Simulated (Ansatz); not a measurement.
# SiC: random displacements

Method: DFT PBE, scalar-relativistic, plane waves, PAW in Ansatz 0.2.0. Settings: plane waves to 420 eV, k-mesh 12×12×4 (Γ-centred), Gaussian smearing 0.05 eV. No spin polarisation. Energies are free energies at this smearing, counted from the undisturbed cell; pressure is positive in compression.

Zero of the scan (as given, not relaxed at this level):

```xyz
8
Lattice="3.0757 0.0000 0.0000 -1.5378 2.6636 0.0000 0.0000 0.0000 10.0706" Properties=species:S:1:pos:R:3 pbc="T T T"
Si    1.5378    0.8879    9.4447
Si    0.0000    1.7758    4.4094
Si    0.0000    0.0000    6.9275
Si    0.0000    0.0000    1.8922
C     1.5378    0.8879    7.5510
C     0.0000    1.7758    2.5157
C     0.0000    0.0000    5.0400
C     0.0000    0.0000    0.0046
```

The atoms are displaced (Å, in the unstrained cell):

| atom | ux | uy | uz |
| --- | --- | --- | --- |
| Si1 | -0.209 | 0.190 | 0.018 |
| Si2 | 0.236 | 0.201 | 0.158 |
| Si3 | -0.139 | -0.161 | 0.152 |
| Si4 | 0.138 | 0.170 | -0.181 |
| C5 | -0.018 | -0.172 | 0.068 |
| C6 | 0.028 | -0.100 | -0.167 |
| C7 | -0.016 | -0.208 | 0.012 |
| C8 | -0.020 | 0.082 | -0.059 |

Strain (Voigt, engineering shear): (-0.0276, 0.0103, 0.0425, 0.0013, -0.1634, 0.1099).

(1) What are the energy change, the stress and the forces?

## Answers

(1) ΔE = 986.3 meV/atom; stress (xx, yy, zz, yz, xz, xy; compression positive) (52.39, 25.24, 0.51, 10.32, 30.49, -2.57) GPa.
```
atom Fx (eV/Å) Fy Fz
 Si1       1.35  -2.27  -1.04
 Si2     -19.61  -9.93  -8.18
 Si3       2.98  -0.77  -2.49
 Si4      -0.95  -4.63   0.88
  C5      -3.46   1.92   0.94
  C6       1.40   4.58   3.23
  C7      18.90   9.39   7.12
  C8      -0.61   1.70  -0.47
```

Cost: 1 run of about 0.83 core-minutes, on Arm Neoverse V2 (shared hosts).